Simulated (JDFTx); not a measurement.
NaCl under changes of volume

One of the cells (21.478 Å³/atom); the others are scaled copies at fixed shape and fractional positions:

```
CELL_PARAMETERS angstrom
3.50219 0.00000 0.00000
0.00000 3.50219 0.00000
0.00000 0.00000 3.50219
ATOMIC_POSITIONS crystal
Cl 0.50000 0.50000 0.50000
Na 0.00000 0.00000 0.00000
```

Measurements of this composition are mostly on another form, of space group No. 225.

* Program: JDFTx 1.7.0 (patched build)
* Functional: PBEsol
* Potentials or basis: PseudoDojo-SR-PBEsol-0.4.1-standard with smoothed tails
* Cutoff: 1197 eV
* Density cutoff: 9578 eV
* k mesh: 8 × 8 × 8
* Occupations: fermi-dirac, width 0.05 eV
* Spin: no spin polarisation

| volume (Å³/atom) | energy over the lowest point (meV/atom) | pressure (GPa) | gap on the mesh (eV) |
| --- | --- | --- | --- |
| 20.189 | 0.31 | 0.4 | 4.05 |
| 20.619 | 0.00 | -0.2 | 3.97 |
| 21.048 | 1.24 | -0.7 | 3.91 |
| 21.478 | ? | ? | ? |
| 21.907 | 7.72 | -1.6 | 3.78 |
| 22.337 | 12.65 | -2.0 | 3.72 |
| 22.766 | 18.54 | -2.4 | 3.67 |

Q: What does the run at 21.478 Å³/atom give?

A: Energy over the lowest point 3.86 meV/atom; pressure -1.2 GPa; gap on the mesh 3.84 eV.

Worked out: A Birch-Murnaghan fit of order 3 (a polynomial in V^(-2/3)) to the other rows has its minimum at 20.48 Å³/atom with B0 = V·E''(V) = 29 GPa and B' = 4.8. It gives 3.87 meV/atom at 21.478 Å³/atom, against the run's 3.86, and -dE/dV = -1.2 GPa, against -1.2. A straight line through the other rows of the gap, of slope -3.16 eV per unit of ln V, gives 3.85 eV, against the run's 3.84.

Energies are extrapolated to zero smearing.

A mesh can miss the band edges.
